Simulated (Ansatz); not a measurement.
Co under changes of volume

One of the cells (10.688 Å³/atom); the others are scaled copies at fixed shape and fractional positions:

```
CELL_PARAMETERS angstrom
2.47056 0.00000 0.00000
-1.23528 2.13957 0.00000
0.00000 0.00000 8.08823
ATOMIC_POSITIONS crystal
Co 0.66667 0.33333 0.75000
Co 0.00000 0.00000 0.50000
Co 0.33333 0.66667 0.25000
Co 0.00000 0.00000 0.00000
```

```yaml
Program: Ansatz 0.2.0
Functional: PBEsol
Potentials_or_basis: Ansatz PAW
Cutoff: "420 eV (not typed: the program's choice for these potentials)"
k_mesh: 12 × 12 × 4
Occupations: fermi-dirac, width 0.05 eV
Spin: collinear spin, ferromagnetic start
Starting_moments: "[2.0, 2.0, 2.0, 2.0] μB"
```

```tsv
volume (Å³/atom)	energy over the lowest point (meV/atom)	pressure (GPa)	moment (μB per cell)
10.047	9.43	8.9	6.23
10.261	1.40	3.5	6.36
10.475	0.00	-1.3	6.49
10.688	4.62	-5.7	6.59
10.902	14.90	-9.7	6.66
11.116	?	?	?
11.330	50.27	-16.5	6.78
```

**Question.** What does the run at 11.116 Å³/atom give?

**Answer.** Energy over the lowest point 30.32 meV/atom; pressure -13.3 GPa; moment 6.72 μB per cell.

Worked out: A Birch-Murnaghan fit of order 3 (a polynomial in V^(-2/3)) to the other rows has its minimum at 10.41 Å³/atom with B0 = V·E''(V) = 227 GPa and B' = 3.3 at fixed shape and positions, which overstates the stiffness. It gives 30.23 meV/atom at 11.116 Å³/atom, against the run's 30.32, and -dE/dV = -13.3 GPa, against -13.3. A parabola through the other rows of the moment, of slope 0.259 μB per Å³/atom there, gives 6.73 μB, against the run's 6.72.

Energies are extrapolated to zero smearing.

Caveats: the PAW data sets come from PBE, with cores solved anew for the run's functional, which leaves a small shift of forces and pressure.
